## A wider gap and stronger screening: silicon carbide under strain

The electronic dielectric constant measures how far the electrons of a crystal screen a slow electric field while the nuclei stay fixed; for a transparent crystal it is the square of the refractive index. Here it comes from the linear response of the Kohn–Sham electrons of wurtzite SiC, with the field perpendicular to the hexagonal axis. The column "dielectric static along field" includes local fields, the microscopic variations of the induced field inside the cell, and the column marked "independent" leaves them out. The "absorption peak" is the photon energy at which the computed absorption is strongest. The "gap on scf mesh" is the energy from the highest filled to the lowest empty state, taken from the ground-state calculation on a finer mesh than the response.

Yambo 5.3.0 linear response with the Hartree kernel on Quantum ESPRESSO PBEsol states of wurtzite SiC, without quasiparticle corrections; PseudoDojo 0.4.1 potentials, plane-wave cutoff 1115.67 eV. The response uses a 3×3×4 k mesh, 33 bands, a 3 Ry screening block, 0.1 eV broadening and a field along x; the gap is taken from the 12×12×6 scf mesh.

```
volume (Å³/atom)     c/a  shortest distance (Å)  gap on scf mesh (eV)  absorption peak (eV)  absorption peak height  dielectric static along field  dielectric static along field independent
           9.100  1.6411                  1.790                 1.925                 6.633                   60.68                          9.685                                     10.213
           9.514  1.6411                  1.817                 2.014                 6.432                   69.96                          9.879                                     10.402
           9.927  1.6411                  1.843                 2.096                 6.231                   64.08                         10.094                                     10.612
          10.341  1.6411                  1.868                 2.172                 6.030                   72.43                         10.333                                     10.846
          10.755  1.6411                  1.893                 2.241                 5.829                   87.74                         10.599                                     11.105
          11.168  1.6411                  1.917                 2.304                 5.729                   78.91                         10.895                                     11.396
```

The crystal is scaled as a whole, so every bond lengthens in proportion and the shape stays the same. From the smallest to the largest cell the gap widens by 0.38 eV. Yet the absorption peak falls by 0.90 eV, and the dielectric constant rises from 9.7 to 10.9. Across different materials a wider gap usually goes with weaker screening; along this series that rule gives the wrong sign at every step.

### Two gaps that move in opposite directions

The conflict disappears once we ask which transitions light can drive. A photon carries almost no momentum on the scale of the crystal, so it lifts an electron vertically, between states of the same wave vector. The tabulated gap is indirect: it joins states of different wave vector. In the cell at 10.341 Å³/atom it is 2.17 eV, while the lowest vertical transition on the response mesh costs 4.29 eV.

That lowest direct gap falls at every step of the series while the indirect gap rises. Near the middle of the series, one per cent more volume lowers the direct gap by about 0.027 eV and raises the indirect one by about 0.02 eV. The absorption peak and the dielectric constant are both built from vertical transitions, so they follow the direct gaps as a whole, not only the lowest one.

Why vertical transitions become cheaper can be seen from two limits. Push the atoms together, and the orbitals on neighbouring Si and C atoms overlap strongly, which drives bonding and antibonding states far apart. Pull them far apart, and the splitting due to overlap vanishes, leaving only the difference between the atomic levels of silicon and carbon. Stretching the bonds by 7 per cent, as here, is a step towards the second limit, and the energy from filled bonding to empty antibonding states shrinks.

The indirect gap escapes this simple picture. Its upper state is known to lie at the edge of the Brillouin zone, where the wave changes phase from one cell to the next. These phases weaken the antibonding push between s orbitals and let in p-like and higher d-like character, so the state does not follow bond length as a plain antibonding level would. Whether the gap then opens or closes depends on the difference between two shifts, that of this state and that of the valence top. The table shows that stretching opens it; the account of the orbitals is standard theory, since the run does not resolve their character.

Two familiar semiconductors show the same distinction. Silicon also has an indirect gap with its conduction minimum away from the zone centre, and its gap too opens when the crystal is stretched equally in all directions. In gallium arsenide the lowest conduction state is an s-like antibonding state at the zone centre. There the fundamental gap is itself a vertical one, and it closes on stretching.

### More dilute electrons, softer transitions

Stretching also has an effect that should weaken the screening: the same valence electrons fill a larger volume. To weigh it against the softer transitions, imagine that all absorption sits at one energy $E$. The oscillator-strength sum rule fixes the total absorption by the electron density, and the relation between absorption and static response then gives

$$\varepsilon-1\approx\left(\frac{\hbar\omega_p}{E}\right)^2,\qquad \omega_p^2\propto\frac{1}{V}.$$

Here $\varepsilon$ is the dielectric constant, $\omega_p$ the plasma frequency of the valence electrons and $V$ the volume per atom.

The formula has two instructive limits. If the transition energies stayed fixed, dilution alone would multiply $\varepsilon-1$ by 0.81 over the series, and the crystal would screen less. If the density stayed fixed, the softer transitions alone would multiply it by 1.34. The second effect wins because the energy enters squared.

For a full estimate, let the absorption peak stand for $E$ and compare the largest cell with the smallest:

$$\frac{9.100}{11.168}\times\left(\frac{6.633}{5.729}\right)^2\approx1.09.$$

The independent-particle dielectric constants give $(11.396-1)/(10.213-1)\approx1.13$. The estimate therefore has the right sign and about three quarters of the rise. Nothing is fitted to the trend, but the overall scale is taken from the smallest cell, so that row is no test.

From 9.514 to 10.755 Å³/atom the same estimate stays within 0.05 of the computed constant, which is closer than the energy grid of the spectrum can guarantee and so is partly luck. At the largest cell it is too low by 0.33, which is a large part of a total rise of 1.18. Much of this miss may come from the energy grid of the spectrum: if both peaks are off by half a grid step, the factor can lie anywhere from 1.06 to 1.13, and the computed value sits at the upper end. The agreement is a check of consistency, since peak and dielectric constant come from the same response calculation. The output printed below gives the comparison for each row.

Local fields play little part in the trend. They lower the dielectric constant by about 0.5 in every cell, and this lowering hardly changes with volume. The rise is thus already present when the electrons respond independently.

### The irregular rows

The absorption peak shifts by 0.20 eV at each of the first four steps and by only 0.10 eV at the last. The spectrum was sampled every 0.10 eV, so this is a move of one grid point in place of two. A smooth shift read on such a grid can produce the change, and it needs no physical cause. The peak height goes up and down along the series. The computed lines are broadened by 0.1 eV, about one grid step, so the height read off depends on how near a grid point falls to the true maximum. This can produce ups and downs between neighbouring rows. The overall rise in height may also reflect how the few lines of the coarse mesh overlap, so it should not be read as a property of the crystal.

The lowest direct gap has a more interesting break. It falls by 0.10 to 0.12 eV at each of the first four steps, then by 0.28 eV at the last. A lowest gap is the minimum over many transitions, and a transition that starts higher but falls faster can take over. If that happened here, the newcomer still lay at or above the old minimum at 10.755 Å³/atom, so it must have dropped by at least 0.28 eV in one step. The dielectric constant climbs through this step without a break. That is expected whatever the weight of the newcomer, because the constant sums over all vertical transitions and would have included this one before it became the lowest.

A transition into the s-like antibonding state at the zone centre would be a natural candidate, because that state is antibonding across every Si–C bond at once and is expected to fall quickly when the bonds stretch. This remains a guess: the wave vector of the lowest direct gap was not recorded. Band energies at each wave vector for the last two volumes would settle it.

### What the numbers can be used for

The direction of the trends is more dependable than the size of the screening. A dielectric constant of 10.3 at 10.341 Å³/atom is far too high; measured values for silicon carbide lie between 6 and 7. The likely main cause is the coarse mesh of wave vectors in the response calculation, though no denser mesh was run to test this. The sum over bands also stops inside a degenerate level, which drew a warning from the program, and the effect of that is untested. Since the mesh scales with the crystal, the rows can be compared with each other, but the slope of the dielectric constant is not converged.

The energies have limits of their own. Semilocal Kohn–Sham gaps are too small, and the spectrum lacks the attraction between the excited electron and the hole it leaves, so the peak is not a prediction of a measured line. The cells are also strained at fixed shape, whereas a real crystal under pressure may slightly change its axial ratio and the positions of its atoms within the cell.

For anyone who computes how a crystal responds to pressure or stretching, the lesson is to keep the two kinds of gap apart. In wurtzite SiC the onset of weak absorption follows the indirect gap and should move up in energy when the crystal is uniformly stretched. The strong absorption follows the vertical transitions and moves down, while the refractive index rises as those transitions soften.

Numerical output:

```
Volume rise over the series in percent: 22.73
Shortest bond rise over the series in percent: 7.095
Indirect gap rise over the series in eV: 0.379
Lowest direct gap fall over the series in eV: 0.7213
Absorption peak fall over the series in eV: 0.904
Spacing of the energy grid in eV: 0.1005
Dielectric constant rise with local fields: 1.21
Dielectric constant rise of independent particles: 1.183
Factor on dielectric constant less one from dilution alone: 0.8148
Factor on dielectric constant less one from softer transitions alone: 1.34
Product of both factors: 1.092
Computed factor on independent-particle dielectric constant less one: 1.128
Product if both peaks are off by half a grid step, low end: 1.057
Product if both peaks are off by half a grid step, high end: 1.129
Steps from the row before:
     row  indirect gap step eV  direct gap step eV  peak shift in grid steps  indirect gap per ln volume eV  direct gap per ln volume eV
   9.514                 0.089             -0.1181                        -2                              2                       -2.654
   9.927                 0.082              -0.113                        -2                           1.93                        -2.66
  10.341                 0.076             -0.1085                        -2                           1.86                       -2.655
  10.755                 0.069             -0.1041                        -2                          1.758                       -2.653
  11.168                 0.063             -0.2776                    -0.995                          1.672                       -7.367
Direct gap and screening:
     row  lowest direct gap eV  lowering by local fields  estimated independent dielectric constant  computed  estimate less computed
     9.1                 4.627                     0.528                                      10.21     10.21                       0
   9.514                 4.509                     0.523                                      10.37      10.4                -0.03054
   9.927                 4.395                     0.518                                      10.57     10.61                -0.04163
  10.341                 4.287                     0.513                                      10.81     10.85                -0.03608
  10.755                 4.183                     0.506                                      11.09     11.11                -0.01099
  11.168                 3.905                     0.501                                      11.06      11.4                  -0.333
```
